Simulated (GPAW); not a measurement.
Here is a GPAW 26.7.0 calculation.

The input run.py:

```python
from ase.io import read
from gpaw import PW
from gpaw.dft import DFT

atoms = read('BeTe.xyz')

dft = DFT(atoms,
          mode=PW(800),
          xc='PBE',
          kpts={'size': (8, 8, 8), 'gamma': True},
          occupations={'name': 'fermi-dirac', 'width': 0.05},
          nbands=11,
          convergence={'density': 1e-05, 'energy': 1e-05},
          maxiter=150,
          txt='gpaw.txt')
print(f'Energy: {dft.calculate_energy():.6f} eV')
print('Forces (eV/A):')
print(dft.calculate_forces().round(4))
print('Stress (eV/A^3):', dft.calculate_stress().round(6))
dft.write_gpw_file('gs.gpw')
```

The input BeTe.xyz:

```xyz
2
Lattice="0.0000000000 2.7700000000 2.7700000000 2.7700000000 0.0000000000 2.7700000000 2.7700000000 2.7700000000 0.0000000000" Properties=species:S:1:pos:R:3 pbc="T T T"
Te     4.1550000000      4.1550000000      4.1550000000
Be     0.0000000000      0.0000000000      0.0000000000
```

Potentials or basis: GPAW PAW data sets (gpaw-data 1.2.1), pw.

The run is started by

```bash
$ OMP_NUM_THREADS=1 python run.py
```

Q: Estimate the band gap on the k mesh.

A: 1.86 eV, indirect (least direct gap 3.58 eV).

Q: Estimate the pressure.

A: 4.4 GPa.

Caveat: spin-orbit coupling is left out, which moves the levels of the heavy elements. PBE gaps usually lie below the measured ones, often by a third to a half.
